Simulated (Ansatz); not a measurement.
## PbSe under changes of volume

One of the cells (27.098 Å³/atom); the others are scaled copies at fixed shape and fractional positions:

```
CELL_PARAMETERS angstrom
3.78432 0.00000 0.00000
0.00000 3.78432 0.00000
0.00000 0.00000 3.78432
ATOMIC_POSITIONS crystal
Pb 0.00000 0.00000 0.00000
Se 0.50000 0.50000 0.50000
```

Measurements of this composition are mostly on another form, of space group No. 225.

| Property | Result |
| --- | --- |
| Program | Ansatz 0.2.0 |
| Functional | LDA |
| Potentials or basis | all-electron LAPW, scalar-relativistic |
| Cutoff | 156 eV (chosen from the basis error) |
| Basis error allowed | 0.001 eV/atom |
| k mesh | 7 × 7 × 7 |
| Occupations | fermi-dirac, width 0.05 eV |
| Spin | no spin polarisation |

| volume (Å³/atom) | energy over the lowest point (meV/atom) | pressure (GPa) |
| --- | --- | --- |
| 25.472 | 0.00 | -1.9 |
| 26.014 | 8.36 | -3.0 |
| 26.556 | 20.19 | -4.0 |
| 27.098 | ? | ? |
| 27.640 | 52.66 | -5.6 |
| 28.182 | 72.64 | -6.2 |
| 28.724 | 94.70 | -6.8 |

Q: What does the run at 27.098 Å³/atom give?

A: Energy over the lowest point 35.08 meV/atom; pressure -4.8 GPa.

Worked out: A Birch-Murnaghan fit of order 3 (a polynomial in V^(-2/3)) to the other rows has no minimum within the range. It gives 35.08 meV/atom at 27.098 Å³/atom, against the run's 35.08, and -dE/dV = -4.8 GPa, against -4.8.

Energies are extrapolated to zero smearing.
